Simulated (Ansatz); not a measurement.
## TiO₂: energy less free atoms and pressure as volume scale varies

Periodic Kohn-Sham DFT of a crystal at fixed atoms, scaled to volume_scale times the given cell; pressure positive in compression, energy less spherical unpolarised free atoms, largest_vzz the field gradient of largest size among the nuclei. The results are calculated, by Ansatz 0.2.0.

The cell before it is scaled or strained (space group P4_2/mnm, No. 136):
```
CELL_PARAMETERS angstrom
4.59400 0.00000 0.00000
0.00000 4.59400 0.00000
0.00000 0.00000 2.95900
ATOMIC_POSITIONS crystal
Ti 0.00000 0.00000 0.00000
Ti 0.50000 0.50000 0.50000
O 0.30600 0.30600 0.00000
O 0.19400 0.80600 0.50000
O 0.69400 0.69400 0.00000
O 0.80600 0.19400 0.50000
```

Settings of every row: method all-electron LAPW; functional PBE; relativity scalar; k mesh 7x7x10; filling fermi-dirac; smearing width 0.05 eV; basis error target 0.5 meV/atom; nucleus gaussian.

Atom start moment: 0 on all atoms.

```csv
row,volume scale,V (Å³/atom),energy less free atoms (eV/atom),pressure (GPa)
1,0.94,9.784,-8.5338,22.99
2,0.96,9.992,-8.5593,16.508
3,0.98,10.2,-8.5769,10.668
4,0.99,10.304,-8.583,7.967
5,1,10.408,-8.5873,5.403
6,1.01,10.512,-8.59,2.968
7,1.02,10.616,?,?
8,1.04,10.825,-8.5892,-3.624
9,1.06,11.033,-8.582,-7.482
```

Question: what energy less free atoms and pressure should row 7 give?

Worked fit of energy less free atoms. Take u = (V_r/V)^(2/3) − 1 with V_r = 10.356 Å³ an atom, which is twice the finite (Eulerian) strain; such expansions in the strain, on which the Birch-Murnaghan equation of state is built, carry the rest volume and the bulk modulus. The shown rows have u = 0.0386, 0.02414, 0.01017, 0.00336, -0.00333, -0.00992, -0.0291, -0.04134. Least squares give energy less free atoms = −8.58533 + 0.6507 × u + 17.716 × u² eV/atom; a straight line predicts inner rows, each left out in turn, worse (root mean square 0.0093 against 5.3e-05 eV/atom). The rows lie off it by 0.0000, 0.0000, 0.0000, -0.0001, 0.0000, 0.0000, 0.0001, 0.0000. Its lowest point lies at u = -0.0184, or V = 10.65 Å³ an atom, and the curvature there gives the bulk modulus at fixed shape and fractions, B = (4/9)(1 + u)² E″(u)/V = 228 GPa. Letting shape and atoms relax would as a rule lower it, by much in layered, chain or molecular crystals. The withheld row has u = -0.01639, so the fit gives −8.58533 + 0.6507 × (-0.01639) + 17.716 × (-0.01639)² = -8.5912 eV/atom.

The calculation gave -8.5912 eV/atom. The fit meets it to the printed digit.

Worked fit of pressure. Take u = (V_r/V)^(2/3) − 1 with V_r = 10.356 Å³ an atom, which is twice the finite (Eulerian) strain; such expansions in the strain, on which the Birch-Murnaghan equation of state is built, carry the rest volume and the bulk modulus. The shown rows have u = 0.0386, 0.02414, 0.01017, 0.00336, -0.00333, -0.00992, -0.0291, -0.04134. Least squares give pressure = 6.6691 + 382.648 × u + 1010.46 × u² + 803 × u³ GPa; a parabola predicts inner rows, each left out in turn, worse (root mean square 0.013 against 0.006 GPa). The rows lie off it by -0.001, 0.002, 0.002, 0.001, -0.003, -0.004, 0.006, -0.003 (root mean square 0.0032 GPa). The pressure vanishes at u = -0.0183, or V = 10.65 Å³ an atom, and there the bulk modulus at fixed shape and fractions is B = −V dP/dV = (2/3)(1 + u) dP/du = 227 GPa. Letting shape and atoms relax would as a rule lower it, by much in layered, chain or molecular crystals. The withheld row has u = -0.01639, so the fit gives 6.6691 + 382.648 × (-0.01639) + 1010.46 × (-0.01639)² + 803 × (-0.01639)³ = 0.665 GPa.

The calculation gave 0.656 GPa. The fit lies 0.009 GPa (1.4 % of the value, 0.03 % of the column's range) above it; its largest miss of a shown row is 0.006 GPa.
